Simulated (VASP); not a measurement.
# CuI (Marshite) (F-43m) in VASP: further runs, part 2 of 2

VASP 6.6.1. Earlier steps stand in the parts before.

## (3) Relaxation of the atoms, PBE (a relaxed cell with its volume scaled by 0.98)

INCAR

```
SYSTEM = CuI
PREC = Accurate
ENCUT = 600
EDIFF = 1E-7
ISMEAR = 0
SIGMA = 0.03
LREAL = .FALSE.
LASPH = .TRUE.
NELM = 80
ALGO = Fast
ISIF = 2
LWAVE = .FALSE.
LCHARG = .FALSE.
GGA = PE
IBRION = 2
NSW = 40
EDIFFG = -0.01
```

KPOINTS

```
Automatic mesh
0
G
  8 8 8
  0 0 0
```

POSCAR

```
CuI                                     
1.0
    0.0000000000      3.0194264694      3.0194264694
    3.0194264694      0.0000000000      3.0194264694
    3.0194264694      3.0194264694      0.0000000000
  Cu              I             
     1     1
Direct
     0.2500000000000000    0.2500000000000000    0.2500000000000000
     0.0000000000000000    0.0000000000000000    0.0000000000000000
```

Potentials or basis: VASP PAW PBE potentials, release 64 (Cu, I).

Command:

```
cat potpaw_PBE.64/Cu/POTCAR potpaw_PBE.64/I/POTCAR > POTCAR
mpirun -np 1 vasp_std > vasp.out
```

OUTCAR:

```text
SYSTEM = CuI
   PREC = Accurate
   ENCUT = 600
   EDIFF = 1E-7
   ISMEAR = 0
   LREAL = .FALSE.
   LASPH = .TRUE.
   NELM = 80
   ISIF = 2
   GGA = PE
   IBRION = 2
   NSW = 40
   EDIFFG = -0.01

 ion  position               nearest neighbor table
   1  0.250  0.250  0.250-   2 2.61   2 2.61   2 2.61   2 2.61
   2  0.000  0.000  0.000-   1 2.61   1 2.61   1 2.61   1 2.61

  LATTYP: Found a face centered cubic cell.
 ALAT       =     6.0388529388

  Lattice vectors:

 A1 = (   0.0000000000,   3.0194264694,   3.0194264694)
 A2 = (   3.0194264694,   0.0000000000,   3.0194264694)
 A3 = (   3.0194264694,   3.0194264694,   0.0000000000)

Analysis of symmetry for initial positions (statically):
=====================================================================
 Subroutine PRICEL returns:
 Original cell was already a primitive cell.

 Routine SETGRP: Setting up the symmetry group for a
 face centered cubic supercell.

 Subroutine GETGRP returns: Found 24 space group operations
 (whereof 24 operations were pure point group operations)
 out of a pool of 48 trial point group operations.

The static configuration has the point symmetry T_d .

Analysis of symmetry for dynamics (positions and initial velocities):
=====================================================================
 Subroutine PRICEL returns:
 Original cell was already a primitive cell.

 Routine SETGRP: Setting up the symmetry group for a
 face centered cubic supercell.

 Subroutine GETGRP returns: Found 24 space group operations
 (whereof 24 operations were pure point group operations)
 out of a pool of 48 trial point group operations.

The dynamic configuration has the point symmetry T_d .

 Subroutine INISYM returns: Found 24 space group operations
 (whereof 24 operations are pure point group operations),
 and found     1 'primitive' translations

----------------------------------------------------------------------------------------

                                     Primitive cell

  volume of cell :      55.0558

  direct lattice vectors                    reciprocal lattice vectors
     0.000000000  3.019426469  3.019426469    -0.165594362  0.165594362  0.165594362
     3.019426469  0.000000000  3.019426469     0.165594362 -0.165594362  0.165594362
     3.019426469  3.019426469  0.000000000     0.165594362  0.165594362 -0.165594362

  length of vectors
     4.270113864  4.270113864  4.270113864     0.286817849  0.286817849  0.286817849

  position of ions in fractional coordinates (direct lattice)
     0.250000000  0.250000000  0.250000000
     0.000000000  0.000000000  0.000000000

  ion indices of the primitive-cell ions
   primitive index   ion index
                 1           1
                 2           2

----------------------------------------------------------------------------------------

 KPOINTS: Automatic mesh

Automatic generation of k-mesh.
 Grid dimensions read from file:
 generate k-points for:    8    8    8

 Generating k-lattice:

  Cartesian coordinates                     Fractional coordinates (reciprocal lattice)
    -0.020699295  0.020699295  0.020699295     0.125000000  0.000000000  0.000000000
[... 39 lines left out ...]
 -0.375000  0.250000  0.125000     24.000000
 [... further k-points ...]
   k-points           NKPTS =     29   k-points in BZ     NKDIM =     29   number of bands    NBANDS=     13
   number of dos      NEDOS =    301   number of ions     NIONS =      2
   total plane-waves  NPLWV =  46656
   dimension x,y,z NGX =    36 NGY =   36 NGZ =   36
   dimension x,y,z NGXF=    72 NGYF=   72 NGZF=   72
   ions per type =               1   1
   NGX,Y,Z   is equivalent  to a cutoff of  14.02, 14.02, 14.02 a.u.
   NGXF,Y,Z  is equivalent  to a cutoff of  28.03, 28.03, 28.03 a.u.
 SYSTEM =  CuI
   PREC   = accura    normal or accurate (medium, high low for compatibility)
   ISTART =      0    job   : 0-new  1-cont  2-samecut
   ICHARG =      2    charge: 1-file 2-atom 10-const
   ISPIN  =      1    spin polarized calculation?
   LNONCOLLINEAR =      F non collinear calculations
   LSORBIT =      F    spin-orbit coupling
   LASPH  =      T    aspherical Exc in radial PAW
   ENCUT  =  600.0 eV  44.10 Ry    6.64 a.u.   8.53  8.53  8.53*2*pi/ulx,y,z
   NELM   =     80;   NELMIN=  2; NELMDL= -5     # of ELM steps
   EDIFF  = 0.1E-06   stopping-criterion for ELM
   LREAL  =      F    real-space projection
   EDIFFG = -.1E-01   stopping-criterion for IOM
   NSW    =     40    number of steps for IOM
   IBRION =      2    ionic relax: 0-MD 1-quasi-New 2-CG
   NFREE  =      1    steps in history (QN), initial steepest desc. (CG)
   ISIF   =      2    stress and relaxation
   ISYM   =      2    0-nonsym 1-usesym 2-fastsym
   POTIM  = 0.5000    time-step for ionic-motion
   TEBEG  =    0.0;   TEEND  =   0.0 temperature during run
   PSTRESS=    0.0 pullay stress
   NELECT =      18.0000    total number of electrons
   NUPDOWN=      -1.0000    fix difference up-down
   EMIN   =  10.00;   EMAX   =-10.00  energy-range for DOS
   EFERMI =   0.00;   METHOD = LEGACY
   ISMEAR =     0;   SIGMA  =   0.03  broadening in eV -4-tet -1-fermi 0-gaus
   EFERMI_NEDOS =   21; number of points for ismear=-14 and -15
   IALGO  =     68    algorithm
   IMIX   =      4    mixing-type and parameters
     AMIX     =   0.40;   BMIX     =  1.00
     AMIX_MAG =   1.60;   BMIX_MAG =  1.00
  volume/ion in A,a.u.               =      27.53       185.77
  Fermi-wavevector in a.u.,A,eV,Ry     =   1.127798  2.131229 17.305627  1.271928
  Thomas-Fermi vector in A             =   2.264485
   LORBIT       =      0    0 simple, 1 ext, 2 COOP (PROOUT), +10 PAW based schemes
   GGA     = PE    functional components
   LHFCALC =     F    Hartree Fock is set to
   AEXX    =    0.0000 exact exchange contribution
   IVDW    =     0    specifies the selected vdW correction
   LEPSILON=     F    determine dielectric tensor
   LRPA    =     F    only Hartree local field effects (RPA)
 conjugate gradient relaxation of ions
 non-spin polarized calculation
 RMM-DIIS sequential band-by-band and
 Gauss-broadening in eV      SIGMA  =   0.03
  energy-cutoff  :      600.00
  volume of cell :       55.06
 maximum number of plane-waves:      1856
 NGX is ok and might be reduce to    36
   NGX = 17   NGY = 17   NGZ = 17

 number of electron      18.0000002 magnetization

 Free energy of the ion-electron system (eV)
  ---------------------------------------------------
  ext. energy  EPLUGINS =         0.00000000
  ---------------------------------------------------
  free energy    TOTEN  =        -5.55938518 eV

  energy without entropy =       -5.55938518  energy(sigma->0) =       -5.55938518

 E-fermi :   4.7221     XC(G=0):  -8.9927

 val. band max:        4.5602034402   @ k =   0.0000   0.0000   0.0000
 cond. band min:       5.7355601803   @ k =   0.0000   0.0000   0.0000
 fundamental gap:      1.1753567400
 Fermi energy:         4.7221086749

 k-point     1 :       0.0000    0.0000    0.0000
  band No.  band energies     occupation
      1      -9.5126      2.00000
      2       0.8678      2.00000
      3       0.8678      2.00000
      4       0.8678      2.00000
      5       2.6598      2.00000
      6       2.6598      2.00000
      7       4.5602      2.00000
      8       4.5602      2.00000
      9       4.5602      2.00000
     10       5.7356      0.00000
     11       9.4194      0.00000
     12       9.4194      0.00000
     13       9.4194      0.00000
[... 354 lines left out ...]
  band No.  band energies     occupation
      1      -8.8477      2.00000
      2      -0.8291      2.00000
      3       0.3264      2.00000
      4       0.8454      2.00000
      5       2.5943      2.00000
      6       2.6711      2.00000
      7       2.7883      2.00000
      8       3.2239      2.00000
      9       3.5303      2.00000
     10       8.0791      0.00000
     11       9.2202      0.00000
     12      10.7875      0.00000
     13      11.9906      0.00000

 [... further k-points ...]
[... 5 lines left out ...]
  --------------------------------------------------------------------------------------
  -------------------------------------------------------------------------------------
  Total        0.2924848      0.2924848      0.2924848      0.0000000     -0.0000000      0.0000000
  in kB        8.5115854      8.5115854      8.5115854      0.0000000     -0.0000000      0.0000000
  external PRESSURE =       8.5115854 kB  Pullay stress =       0.0000000 kB

 VOLUME and BASIS-vectors are now :
 -----------------------------------------------------------------------------
  energy-cutoff  :      600.00
  volume of cell :       55.06
      direct lattice vectors                 reciprocal lattice vectors
     0.000000000  3.019426469  3.019426469    -0.165594362  0.165594362  0.165594362
     3.019426469  0.000000000  3.019426469     0.165594362 -0.165594362  0.165594362
     3.019426469  3.019426469  0.000000000     0.165594362  0.165594362 -0.165594362

 POSITION                                       TOTAL-FORCE (eV/Angst)
 -----------------------------------------------------------------------------------
      1.50971      1.50971      1.50971        -0.000000     -0.000000     -0.000000
      0.00000      0.00000      0.00000         0.000000      0.000000      0.000000
 -----------------------------------------------------------------------------------
    total drift:                                0.000001      0.000001      0.000001

  FREE ENERGIE OF THE ION-ELECTRON SYSTEM (eV)
  ---------------------------------------------------
  free  energy   TOTEN  =        -5.5593851753 eV

  energy  without entropy=       -5.5593851753  energy(sigma->0) =       -5.55938518

 reached required accuracy - stopping structural energy minimisation
```

Run time: 12 s. Hardware: 1 thread of Intel Xeon 6975P-C (Granite Rapids), shared host; peak memory 0.21 GiB.

Results:

* Free energy: -5.5594 eV
* Pressure after relaxing: 0.9 GPa
* Band gap on the k mesh: 1.18 eV, direct

Final structure:
```
Cu I
1.0
     0.00000    3.01943    3.01943
     3.01943    0.00000    3.01943
     3.01943    3.01943    0.00000
Cu I
1 1
Direct
  0.25000 0.25000 0.25000
  0.00000 0.00000 0.00000
```

Caveat: the relaxation stopped at its first step, so nothing moved; spin-orbit coupling is left out, which moves the levels of the heavy elements.
